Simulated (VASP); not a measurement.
## A series in volume per atom on CdS

All results are calculated (VASP 6.6.1). Plane-wave PAW density functional theory at fixed atoms, no spin polarisation, Gamma-centred mesh; band v is the last by electron count, c the next, levels count from the top of v, gaps are read over the k mesh and the listed points, a negative gap is an overlap (a metal).

Cell of the first row (space group F-43m, No. 216):
```
CELL_PARAMETERS angstrom
0.00000 2.82160 2.82160
2.82160 0.00000 2.82160
2.82160 2.82160 0.00000
ATOMIC_POSITIONS crystal
Cd 0.00000 0.00000 0.00000
S 0.25000 0.25000 0.25000
```

Settings of every row: functional r2SCAN; spin orbit no; screening parameter 0 Å⁻¹; occupations Gaussian; smearing width 0.01 eV; wave cutoff 520 eV; datasets recommended PBE set; valence electrons 18; k mesh a 8; k mesh b 8; k mesh c 8.

Point:
| name | a (reciprocal cell vector) | b (reciprocal cell vector) | c (reciprocal cell vector) |
| --- | --- | --- | --- |
| Gamma | 0 | 0 | 0 |
| X | -0.5 | -0.5 | 0 |
| K | -0.375 | 0 | 0.375 |
| L | 0 | 0 | 0.5 |
| W | -0.5 | -0.25 | 0.25 |

Limits: semilocal functionals tend to give too small a gap; no spin-orbit coupling, which shifts gaps with heavier elements (CdS).

| row | volume per atom (Å³) | band gap (eV) | direct gap (eV) |
| --- | --- | --- | --- |
| 1 | 22.465 | 1.814 | 1.814 |
| 2 | 23.174 | 1.746 | 1.746 |
| 3 | 23.899 | 1.678 | 1.678 |
| 4 | 24.638 | 1.608 | 1.608 |
| 5 | 25.392 | 1.538 | 1.538 |
| 6 | 26.161 | 1.468 | 1.468 |
| 7 | 26.946 | 1.396 | 1.396 |
| 8 | 27.746 | ? | ? |
| 9 | 28.562 | 1.254 | 1.254 |

Question: what band gap should row 8 give?

Worked fit of band gap. Take t = volume per atom − 25, in Å³. The shown rows have t = -2.535, -1.826, -1.101, -0.362, 0.392, 1.161, 1.946, 3.562. Least squares give band gap = 1.5743 − 0.09272 × t + 0.000759 × t² eV; a straight line predicts inner rows, each left out in turn, worse (root mean square 0.0023 against 0.00058 eV). The rows lie off it by 0.000, 0.000, 0.001, 0.000, 0.000, 0.000, -0.001, 0.000. The withheld row has t = 2.746, so the fit gives 1.5743 − 0.09272 × (2.746) + 0.000759 × (2.746)² = 1.325 eV.

The calculation gave 1.325 eV. The fit meets it to the printed digit.

The other values of row 8: direct gap 1.325 eV.
